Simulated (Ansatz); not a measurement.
**SnO2 (Cassiterite) under changes of volume**

One of the cells (11.922 Å³/atom); the others are scaled copies at fixed shape and fractional positions:

```
Sn O
1.0
     4.73800    0.00000    0.00000
     0.00000    4.73800    0.00000
     0.00000    0.00000    3.18650
Sn O
2 4
Direct
  0.50000 0.50000 0.50000
  0.00000 0.00000 0.00000
  0.80710 0.19290 0.50000
  0.69290 0.69290 0.00000
  0.19290 0.80710 0.50000
  0.30710 0.30710 0.00000
```

* Program: Ansatz 0.2.0
* Functional: PBE
* Potentials or basis: Ansatz PAW
* Cutoff: 420 eV (not typed: the program's choice for these potentials)
* k mesh: 6 × 6 × 8
* Occupations: fermi-dirac, width 0.05 eV
* Spin: no spin polarisation

```csv
volume (Å³/atom),energy over the lowest point (meV/atom),pressure (GPa),gap on the mesh (eV),largest force (eV/Å)
11.207,105.93,27.7,2.03,0.557
11.445,69.39,21.5,1.77,0.456
11.684,?,?,?,?
11.922,21.36,11.1,1.28,0.275
12.161,8.25,6.7,1.05,0.194
12.399,1.34,2.7,0.84,0.119
12.637,0.00,-0.8,0.63,0.049
```

**Question.** What does the run at 11.684 Å³/atom give?

**Answer.** Energy over the lowest point 41.47 meV/atom; pressure 16.0 GPa; gap on the mesh 1.52 eV; largest force 0.362 eV/Å.

Worked out: A Birch-Murnaghan fit of order 3 (a polynomial in V^(-2/3)) to the other rows has its minimum at 12.58 Å³/atom with B0 = V·E''(V) = 181 GPa and B' = 4.9 at fixed shape and positions, which overstates the stiffness. It gives 41.43 meV/atom at 11.684 Å³/atom, against the run's 41.47, and -dE/dV = 16.0 GPa, against 16.0. A straight line through the other rows of the gap, of slope -11.7 eV per unit of ln V (its deformation potential), gives 1.53 eV, against the run's 1.52.

Energies are extrapolated to zero smearing.

Caveats: spin-orbit coupling is left out, which moves the levels of the heavy elements.
